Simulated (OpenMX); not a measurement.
Runs of OpenMX 3.8.5 on B. Symmetry: Pm-3m, No. 221, cubic system. Conventional cell: a = 1.885 Å, b = 1.885 Å, c = 1.885 Å, α = 90.00°, β = 90.00°, γ = 90.00°. Around B (site symmetry m-3m) lie 6 B at 1.89 Å. The cell was built by a generator and needn't be a form met in nature.

| level | gap on the mesh (eV) | pressure (GPa) |
| --- | --- | --- |
| PBE+D4 | none | -5.4 |
| PBE+D3(BJ) | none | (a) |
| PBE | none | -0.1 |
| PBE+D3 | none | -2.9 |

Alike in all rows: task single point; potentials or basis OpenMX 2013 PBE set, B7.0-s2p2d1, grid cutoff 300 Ry; no spin polarisation; cell as given; k mesh 11 × 11 × 11; smearing fermi-dirac 0.05 eV.

Fill in the values left out.

(a) -5.5.

Caveats: the basis of atomic orbitals isn't converged, which shifts pressures, moduli and gaps; pairwise dispersion overbinds metals, which lowers pressure and volume (some runs).

A gap of «none» marks a metal or a gap under the smearing width.
